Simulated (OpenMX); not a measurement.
Crystal: Al.

```
Al
1.0
     0.00000    2.02481    2.02481
     2.02481    0.00000    2.02481
     2.02481    2.02481    0.00000
Al
1
Cartesian
  0.0000 0.0000 0.0000
```

Base run:

| Property | Result |
| --- | --- |
| Program | OpenMX 3.8.5 |
| Functional | PBE |
| Potentials or basis | OpenMX 2013 PBE set, Al7.0-s2p1d1, grid cutoff 300 Ry |
| k mesh | 9 × 9 × 9 |
| Occupations | fermi-dirac, width 0.05 eV |
| Spin | no spin polarisation |

Its results: pressure -0.6 GPa.

Problem. The run is repeated on the same cell with these changes: potentials or basis from OpenMX 2013 PBE set, Al7.0-s2p1d1, grid cutoff 300 Ry to OpenMX 2013 PBE set, Al7.0-s2p2d1, grid cutoff 300 Ry. What comes out?

Solution. Pressure -1.6 GPa.

Caveats: the basis of atomic orbitals isn't converged, which shifts pressures, moduli and gaps.
